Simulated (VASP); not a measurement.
The system is MoP.

```xyz
2
Lattice="3.2230 0.0000 0.0000 -1.6115 2.7912 0.0000 0.0000 0.0000 3.1910" Properties=species:S:1:pos:R:3 pbc="T T T"
Mo    0.0000    0.0000    0.0000
P     0.0000    1.8608    1.5955
```

```yaml
Program: VASP 6.6.1
Task: relaxation of cell and atoms
Functional: LDA
Potentials_or_basis: VASP PAW LDA potentials, release 64 (Mo_sv, P)
Cutoff: 600 eV
k_mesh: 15 × 15 × 11
Occupations: methfessel-paxton, width 0.1 eV
Spin: no spin polarisation
```

At the start: pressure -6.7 GPa; volume 14.35 Å³/atom.

Q: Where does the relaxation end?

A: Over 8 steps the energy falls by 8.7 meV/atom and the volume is 13.95 Å³/atom (-2.8 %); space group P-6m2 (No. 187, to 0.05 Å).

Step by step:
```csv
step,energy change (eV),largest force (eV/Å),pressure (GPa),volume (Å³)
1,0.0000,0.0000,-6.71,28.71
2,0.0699,0.0000,17.52,26.28
3,-0.0174,0.0000,-0.19,27.93
4,-0.0174,0.0000,-0.06,27.92
5,-0.0174,0.0000,0.08,27.90
6,-0.0174,0.0000,-0.18,27.92
7,-0.0174,0.0000,-0.10,27.92
8,-0.0174,0.0000,0.07,27.90
```

Final structure:
```
CELL_PARAMETERS angstrom
3.19385 0.00000 0.00000
-1.59693 2.76596 0.00000
0.00000 0.00000 3.15769
ATOMIC_POSITIONS crystal
Mo 0.00000 0.00000 0.00000
P 0.33333 0.66667 0.50000
```
